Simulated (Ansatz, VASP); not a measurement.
## Al: VASP beside Ansatz

Contents of INCAR:

```
SYSTEM = Al
  ALGO = Normal
  EDIFF = 1E-6
  EDIFFG = -0.04
  ENCUT = 600
  GGA = PS
  IBRION = 2
  ISIF = 3
  ISMEAR = 0
  LASPH = .True.
  LCHARG = .False.
  LREAL = .False.
  LWAVE = .False.
  NELM = 100
  NSW = 90
  PREC = Accurate
  SIGMA = 0.1
```

The input KPOINTS:

```
k-points
0
Gamma
  3 3 3
  0 0 0
```

Contents of POSCAR:

```
Al
1.0
    3.2899836489      1.8994729454      5.6107452276
   -3.2899836489      1.8994729454      5.6107452276
    0.0000000000     -3.7989458906      5.6107452276
Al
12
Direct
    0.0101900000      0.6536100000      0.0101900000
    0.0101900000      0.0101900000      0.6536100000
    0.6536100000      0.0101900000      0.0101900000
    0.9898100000      0.3463900000      0.9898100000
    0.3463900000      0.9898100000      0.9898100000
    0.9898100000      0.9898100000      0.3463900000
    0.2211800000      0.6306000000      0.2211800000
    0.2211800000      0.2211800000      0.6306000000
    0.6306000000      0.2211800000      0.2211800000
    0.7788200000      0.3694000000      0.7788200000
    0.3694000000      0.7788200000      0.7788200000
    0.7788200000      0.7788200000      0.3694000000
```

Input for Ansatz:

```yaml
crystal:
  lattice:
    - [3.2899836489, 1.8994729454, 5.6107452276]
    - [-3.2899836489, 1.8994729454, 5.6107452276]
    - [0.0, -3.7989458906, 5.6107452276]
  atoms:
    - { symbol: Al, position: [0.01019, 0.65361, 0.01019] }
    - { symbol: Al, position: [0.01019, 0.01019, 0.65361] }
    - { symbol: Al, position: [0.65361, 0.01019, 0.01019] }
    - { symbol: Al, position: [0.98981, 0.34639, 0.98981] }
    - { symbol: Al, position: [0.34639, 0.98981, 0.98981] }
    - { symbol: Al, position: [0.98981, 0.98981, 0.34639] }
    - { symbol: Al, position: [0.22118, 0.6306, 0.22118] }
    - { symbol: Al, position: [0.22118, 0.22118, 0.6306] }
    - { symbol: Al, position: [0.6306, 0.22118, 0.22118] }
    - { symbol: Al, position: [0.77882, 0.3694, 0.77882] }
    - { symbol: Al, position: [0.3694, 0.77882, 0.77882] }
    - { symbol: Al, position: [0.77882, 0.77882, 0.3694] }
basis:
  ecutwfc: 420
kpoints:
  mp_grid: { grid: [3, 3, 3] }
hamiltonian:
  xc: pbesol
scf:
  occupations: { method: gaussian, width: 0.1 }
  lower_state_search: "off"
output:
  forces: true
  stress: true
  eigenvalues: true
relax:
  adjacent_minimum: "off"
  f_tol: 0.04
  max_steps: 70
  cell: { stress_tol: 0.4 }
```

Alike in both runs: task relaxation of cell and atoms; functional PBEsol; k mesh 3 × 3 × 3; occupations gaussian, width 0.1 eV; no spin polarisation.

```csv
,VASP,Ansatz
version,VASP 6.6.1,Ansatz 0.2.0
potentials or method,"VASP PAW PBE potentials, release 64 (Al)","scalar-relativistic, plane waves, PAW"
plane-wave cutoff (eV),600,420
valence electrons in the cell,36,36
```

Ansatz gave:

| Property | Result |
| --- | --- |
| gap on the k mesh at the Fermi level, each at its own relaxed structure (eV) | none |
| relaxed volume (Å³/atom) | 23.12 |
| relaxed cell length with the largest relative difference (Å) | 7.648 |
| energy change over the relaxation (meV/atom) | -556 |

**Question.** Estimate VASP's values.

**Answer.** gap on the k mesh at the Fermi level, each at its own relaxed structure (eV): none; relaxed volume (Å³/atom): 23.18; relaxed cell length with the largest relative difference (Å): 7.642; energy change over the relaxation (meV/atom): -562.

A gap of «none» marks a metal or a gap that the smearing closes.

Caveats: the k mesh is coarse (spacing up to 0.39 Å⁻¹), so the values aren't converged; the volume moved by over 15 % at a fixed basis, so the end points are rough (VASP); the PAW data sets were made with another functional, which shifts forces and pressure a little (VASP).
